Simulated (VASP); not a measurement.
# FeS2 (Marcasite) (Pnnm) in VASP: equation of state, part 2 of 2

VASP 6.6.1. The steps go on from the part before.

### Step 4. Equation of state, PBEsol, collinear spin, ferromagnetic start, 13.17 Å³/atom (volume scaled by 0.98)

INCAR

```
SYSTEM = FeS2
  ALGO = Normal
  EDIFF = 1E-7
  ENCUT = 520
  GGA = PS
  ISIF = 2
  ISMEAR = -1
  ISPIN = 2
  KPAR = 2
  LASPH = .TRUE.
  LCHARG = .FALSE.
  LMAXMIX = 4
  LORBIT = 11
  LREAL = .FALSE.
  LWAVE = .FALSE.
  MAGMOM = 3 3 0 0 0 0
  NBANDS = 33
  NELM = 150
  PREC = Accurate
  SIGMA = 0.05
```

KPOINTS

```
k-points
0
G
  6 5 8
  0 0 0
```

POSCAR

```
FeS2
1.0
    4.4102004444      0.0000000000      0.0000000000
    0.0000000000      5.3538244134      0.0000000000
    0.0000000000      0.0000000000      3.3473818688
Fe S
2 4
Direct
    0.5000000000      0.5000000000      0.5000000000
    0.0000000000      0.0000000000      0.0000000000
    0.7030000000      0.1250000000      0.5000000000
    0.7970000000      0.6250000000      0.0000000000
    0.2970000000      0.8750000000      0.5000000000
    0.2030000000      0.3750000000      0.0000000000
```

Command:

```console
cat potpaw_PBE.64/Fe/POTCAR potpaw_PBE.64/S/POTCAR > POTCAR
mpirun -np 2 vasp_std > vasp.out
```

It took 5.4 min on 2 MPI ranks of Intel Xeon Platinum 8375C at 2.90GHz (Ice Lake), shared host; peak memory 0.36 GiB.

Results (log left out):

```
Free energy                                           : -39.5506 eV
Pressure                                              : -2.2 GPa
Largest force                                         : 0.224 eV/Å
Band gap on the k mesh                                : 0.90 eV, indirect (least direct gap 1.15 eV)
Net moment                                            : 0.00 μB per cell
Valence electrons inside the program's atomic spheres : Fe 7.71; S 3.62
```

Caveat: the starting moments collapsed, and a magnetic state may lie lower; the PAW data sets were made with another functional, which shifts forces and pressure a little; an odd mesh through Γ misses points on the zone boundary, where band edges often lie.

### Step 5. Equation of state, PBEsol, collinear spin, ferromagnetic start, 13.71 Å³/atom (volume scaled by 1.02)

INCAR is that of step 4.

KPOINTS is that of step 4.

POSCAR: that of step 4 with these lines changed.

```diff
@@ -2,5 +2,5 @@
 1.0
-    4.4102004444      0.0000000000      0.0000000000
-    0.0000000000      5.3538244134      0.0000000000
-    0.0000000000      0.0000000000      3.3473818688
+    4.4694048304      0.0000000000      0.0000000000
+    0.0000000000      5.4256964045      0.0000000000
+    0.0000000000      0.0000000000      3.3923185312
 Fe S
```

Potentials or basis: VASP PAW PBE potentials, release 64 (Fe, S).

Command:

```console
cat potpaw_PBE.64/Fe/POTCAR potpaw_PBE.64/S/POTCAR > POTCAR
mpirun -np 2 vasp_std > vasp.out
```

OUTCAR:

```text
SYSTEM = FeS2
   EDIFF = 1E-7
   ENCUT = 520
   GGA = PS
   ISIF = 2
   ISMEAR = -1
   ISPIN = 2
   LASPH = .TRUE.
   LORBIT = 11
   LREAL = .FALSE.
   NELM = 150
   PREC = Accurate

 Found     60 irreducible k-points:

 Following reciprocal coordinates:
            Coordinates               Weight
  0.000000  0.000000  0.000000      1.000000
  0.166667  0.000000  0.000000      2.000000
  0.333333  0.000000  0.000000      2.000000
  0.500000  0.000000  0.000000      1.000000
  0.000000  0.200000  0.000000      2.000000
  0.166667  0.200000  0.000000      4.000000
   k-points           NKPTS =     60   k-points in BZ     NKDIM =     60   number of bands    NBANDS=     33
   number of dos      NEDOS =    301   number of ions     NIONS =      6
   total plane-waves  NPLWV =  40320
   dimension x,y,z NGX =    36 NGY =   40 NGZ =   28
   dimension x,y,z NGXF=    72 NGYF=   80 NGZF=   56
   ions per type =               2   4
   NGX,Y,Z   is equivalent  to a cutoff of  13.39, 12.26, 13.72 a.u.
   NGXF,Y,Z  is equivalent  to a cutoff of  26.78, 24.51, 27.44 a.u.
 SYSTEM =  FeS2
   PREC   = accura    normal or accurate (medium, high low for compatibility)
[... 502 lines left out ...]
  Total       -4.4315702     -3.9903932     -4.1537071     -0.0000000      0.0000000      0.0000000
  in kB      -86.3110515    -77.7185094    -80.8992776     -0.0000000      0.0000000      0.0000000
  external PRESSURE =     -81.6429462 kB  Pullay stress =       0.0000000 kB

 VOLUME and BASIS-vectors are now :
 -----------------------------------------------------------------------------
  energy-cutoff  :      520.00
  volume of cell :       82.26
      direct lattice vectors                 reciprocal lattice vectors
     4.469404830  0.000000000  0.000000000     0.223743437  0.000000000  0.000000000
     0.000000000  5.425696405  0.000000000     0.000000000  0.184308138  0.000000000
     0.000000000  0.000000000  3.392318531     0.000000000  0.000000000  0.294783639

 POSITION                                       TOTAL-FORCE (eV/Angst)
 -----------------------------------------------------------------------------------
      2.23470      2.71285      1.69616         0.000000      0.000000      0.000000
      0.00000      0.00000      0.00000         0.000000      0.000000      0.000000
      3.14199      0.67821      1.69616         0.267107     -0.027596      0.000000
      3.56212      3.39106      0.00000        -0.267107     -0.027596      0.000000
      1.32741      4.74748      1.69616        -0.267107      0.027596      0.000000
      0.90729      2.03464      0.00000         0.267107      0.027596      0.000000
 -----------------------------------------------------------------------------------
    total drift:                               -0.000000      0.000000      0.000000

  FREE ENERGIE OF THE ION-ELECTRON SYSTEM (eV)
  ---------------------------------------------------
  free  energy   TOTEN  =       -39.4455901588 eV

  energy  without entropy=      -39.4455324706  energy(sigma->0) =      -39.44556131

 total charge

# of ion       s       p       d       tot
------------------------------------------
    1        0.437   0.646   6.504   7.587
    2        0.437   0.646   6.504   7.587
    3        1.340   2.267   0.000   3.607
    4        1.340   2.267   0.000   3.607
    5        1.340   2.267   0.000   3.607
    6        1.340   2.267   0.000   3.607
--------------------------------------------------
tot          6.234  10.361  13.008  29.603

 magnetization (x)

# of ion       s       p       d       tot
------------------------------------------
    1        0.000   0.000  -0.000  -0.000
    2        0.000   0.000  -0.000  -0.000
    3        0.000   0.000   0.000   0.000
    4        0.000   0.000   0.000   0.000
    5        0.000   0.000   0.000   0.000
    6        0.000   0.000   0.000   0.000
--------------------------------------------------
tot          0.000   0.000  -0.000  -0.000
```

stdout:

```text
POSCAR found type information on POSCAR FeS
 POSCAR found :  2 types and       6 ions
 scaLAPACK will be used
 -----------------------------------------------------------------------------
|                                                                             |
|                                                                             |
|     You enforced a specific xc type in the INCAR file but a different       |
|     I HOPE YOU KNOW WHAT YOU ARE DOING!                                     |
|                                                                             |
 -----------------------------------------------------------------------------

 LDA part: xc-table for (Slater+PW92), standard interpolation
 POSCAR, INCAR and KPOINTS ok, starting setup
 FFT: planning ... GRIDC
 FFT: planning ... GRID_SOFT
 FFT: planning ... GRID
 WAVECAR not read
 entering main loop
```

Wall time 5 min (2 MPI ranks of Intel Xeon Platinum 8375C at 2.90GHz (Ice Lake), shared host); peak memory 0.36 GiB.

What came out:

| Property | Result |
| --- | --- |
| Free energy | -39.4456 eV |
| Pressure | -8.2 GPa |
| Largest force | 0.269 eV/Å |
| Band gap on the k mesh | 0.79 eV, indirect (least direct gap 1.01 eV) |
| Net moment | 0.00 μB per cell |
| Valence electrons inside the program's atomic spheres | Fe 7.59; S 3.61 |

Caveat: the starting moments collapsed, and a magnetic state may lie lower; the PAW data sets were made with another functional, which shifts forces and pressure a little; an odd mesh through Γ misses points on the zone boundary, where band edges often lie.

### Step 6. Equation of state, PBEsol, collinear spin, ferromagnetic start, 13.98 Å³/atom (volume scaled by 1.04)

INCAR is that of step 5.

KPOINTS is that of step 5.

POSCAR: that of step 5 with these lines changed.

```diff
@@ -2,5 +2,5 @@
 1.0
-    4.4694048304      0.0000000000      0.0000000000
-    0.0000000000      5.4256964045      0.0000000000
-    0.0000000000      0.0000000000      3.3923185312
+    4.4984277530      0.0000000000      0.0000000000
+    0.0000000000      5.4609291866      0.0000000000
+    0.0000000000      0.0000000000      3.4143471909
 Fe S
```

Potentials or basis: VASP PAW PBE potentials, release 64 (Fe, S).

Command:

```console
cat potpaw_PBE.64/Fe/POTCAR potpaw_PBE.64/S/POTCAR > POTCAR
mpirun -np 2 vasp_std > vasp.out
```

It took 5.1 min on 2 MPI ranks of Intel Xeon Platinum 8375C at 2.90GHz (Ice Lake), shared host; peak memory 0.37 GiB.

Results (log left out):

- Free energy: -39.3511 eV
- Pressure: -10.7 GPa
- Largest force: 0.287 eV/Å
- Band gap on the k mesh: 0.73 eV, indirect (least direct gap 0.95 eV)
- Net moment: 0.00 μB per cell
- Valence electrons inside the program's atomic spheres: Fe 7.53; S 3.60

Caveat: the starting moments collapsed, and a magnetic state may lie lower; the PAW data sets were made with another functional, which shifts forces and pressure a little; an odd mesh through Γ misses points on the zone boundary, where band edges often lie.

### Step 7. Equation of state, PBEsol, collinear spin, ferromagnetic start, 14.25 Å³/atom (volume scaled by 1.06)

INCAR is that of step 6.

KPOINTS is that of step 6.

POSCAR: that of step 6 with these lines changed.

```diff
@@ -2,5 +2,5 @@
 1.0
-    4.4984277530      0.0000000000      0.0000000000
-    0.0000000000      5.4609291866      0.0000000000
-    0.0000000000      0.0000000000      3.4143471909
+    4.5270809316      0.0000000000      0.0000000000
+    0.0000000000      5.4957131129      0.0000000000
+    0.0000000000      0.0000000000      3.4360952116
 Fe S
```

Command:

```console
cat potpaw_PBE.64/Fe/POTCAR potpaw_PBE.64/S/POTCAR > POTCAR
mpirun -np 2 vasp_std > vasp.out
```

Wall time 4.7 min (2 MPI ranks of Intel Xeon Platinum 8375C at 2.90GHz (Ice Lake), shared host); peak memory 0.37 GiB.

It converged, with:

| Property | Result |
| --- | --- |
| Free energy | -39.2328 eV |
| Pressure | -12.9 GPa |
| Largest force | 0.303 eV/Å |
| Band gap on the k mesh | 0.68 eV, indirect (least direct gap 0.89 eV) |
| Net moment | 0.00 μB per cell |
| Valence electrons inside the program's atomic spheres | Fe 7.47; S 3.59 |

Caveat: the starting moments collapsed, and a magnetic state may lie lower; the PAW data sets were made with another functional, which shifts forces and pressure a little; an odd mesh through Γ misses points on the zone boundary, where band edges often lie.

### Step 8. Equation of state, PBEsol, collinear spin, ferromagnetic start

Potentials or basis: VASP PAW PBE potentials, release 64 (Fe, S).

No new run: the results of the series are fitted here.

What came out:

```yaml
Equilibrium_volume: 13.01 Å³/atom
Bulk_modulus_at_fixed_shape_and_positions: 176 GPa
Pressure_derivative_of_the_bulk_modulus: 4.7
```

Energy against volume, from the lowest point:
```csv
volume (Å³/atom),energy (meV/atom)
12.635,5.83
12.904,0.00
13.173,0.56
13.442,6.79
13.710,18.07
13.979,33.82
14.248,53.54
```

Caveat: the cell was scaled at fixed shape and fractional positions, which overstates the stiffness of a crystal with free parameters, most of all of layers and chains; the PAW data sets were made with another functional, which shifts forces and pressure a little.
